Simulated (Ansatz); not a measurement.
The system is Te2Mo.

```xyz
6
Lattice="3.5182 0.0000 0.0000 -1.7591 3.0469 0.0000 0.0000 0.0000 13.9736" Properties=species:S:1:pos:R:3 pbc="T T T"
Te    1.7591    1.0156    5.2960
Te    0.0000    2.0312   12.2828
Te    1.7591    1.0156    1.6908
Te    0.0000    2.0312    8.6776
Mo    1.7591    1.0156   10.4802
Mo    0.0000    2.0312    3.4934
```

Base run:

| Item | Value |
| --- | --- |
| Program | Ansatz 0.2.0 |
| Functional | r2SCAN |
| Potentials or basis | Ansatz PAW |
| Cutoff | 500 eV (not typed: the program's choice for these potentials) |
| k mesh | 9 × 9 × 2 |
| Occupations | fermi-dirac, width 0.05 eV |
| Spin | no spin polarisation |

Its results: band gap on the k mesh 0.89 eV, indirect (least direct gap 1.13 eV); pressure 2.2 GPa; largest force 0.078 eV/Å.

Question: After a change of settings the same cell gave: band gap on the k mesh 0.78 eV, indirect (least direct gap 1.04 eV); pressure 2.9 GPa; largest force 0.175 eV/Å. Which change was it?
A. functional from r2SCAN to PBE; cutoff from 500 eV (not typed: the program's choice for these potentials) to 420 eV (not typed: the program's choice for these potentials)
B. k mesh from 9 × 9 × 2 to 7 × 7 × 2; spin from no spin polarisation to spin-orbit coupling, no magnetisation; potential files from those of the base run to others of the same set
C. functional from r2SCAN to LDA; cutoff from 500 eV (not typed: the program's choice for these potentials) to 420 eV (not typed: the program's choice for these potentials)
D. functional from r2SCAN to revPBE; cutoff from 500 eV (not typed: the program's choice for these potentials) to 420 eV (not typed: the program's choice for these potentials)

Answer: A.

r2SCAN gives the wider gap, since meta-GGAs in the generalised Kohn-Sham scheme recover part of the derivative discontinuity.

Caveats: the k mesh misses the band edges, so the gap on the mesh is wider than the one along the path; spin-orbit coupling is left out, which moves the levels of the heavy elements; the PAW data sets come from PBE, with cores solved anew for the run's functional, which leaves a small shift of forces and pressure (some runs); this functional lacks dispersion, which binds the layers, so the pressure and a relaxed spacing across them are unreliable (some runs).
